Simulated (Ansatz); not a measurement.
Method: DFT PBE, scalar-relativistic, plane waves, PAW in Ansatz 0.2.0. Settings: cutoff 420 eV, Γ-centred meshes spaced at most about 0.3 Å⁻¹, and about 0.25 Å⁻¹ or finer for metals (2π included), Gaussian smearing. No spin polarisation.

These are static total energies at zero pressure.

Question: Order these relaxed structures of Ca3S by energy, lowest first, with the energy over the lowest of them.
A.

```
Ca S
1.0
     3.92196    0.00000    0.00000
    -1.96098    3.39651    0.00000
     0.00000    0.00000    9.96768
Ca S
3 1
Direct
  0.66667 0.33333 0.50000
  0.33333 0.66667 0.17661
  0.33333 0.66667 0.82339
  0.66667 0.33333 0.00000
```

B.

```
Ca S
1.0
     5.55381    0.00000    0.00000
     0.00000    5.55381    0.00000
     0.00000    0.00000    5.55381
Ca S
3 1
Direct
  0.50000 0.00000 0.00000
  0.00000 0.50000 0.00000
  0.00000 0.00000 0.50000
  0.00000 0.00000 0.00000
```

C.

```
Ca S
1.0
     4.96827    0.00000    0.00000
     0.00000    4.96827    0.00000
     0.00000    0.00000    4.96827
Ca S
3 1
Cartesian
  0.0000 2.4841 2.4841
  2.4841 0.0000 2.4841
  2.4841 2.4841 0.0000
  0.0000 0.0000 0.0000
```

Answer: A (0 meV/atom), B (356 meV/atom), C (621 meV/atom). Forms: A P-6m2; B anti-ReO3 type, Pm-3m; C Pm-3m. Counting Ca atoms around S (those within 1.25 times the shortest such distance or 1.15 times the sum of covalent radii; the shortest distance is added where it is long for a bond): A has S 6; B has S 6; C has S 12 from 3.5 Å. All come from invented guesses.

A magnetic state wasn't ruled out in cells without spin, among them P-6m2, Pm-3m at 42.8 Å³/atom, Pm-3m at 30.7 Å³/atom. Cells relaxed within their symmetry can be saddle points. Some types were kept out of the candidates beforehand, so the set may lack a known form.
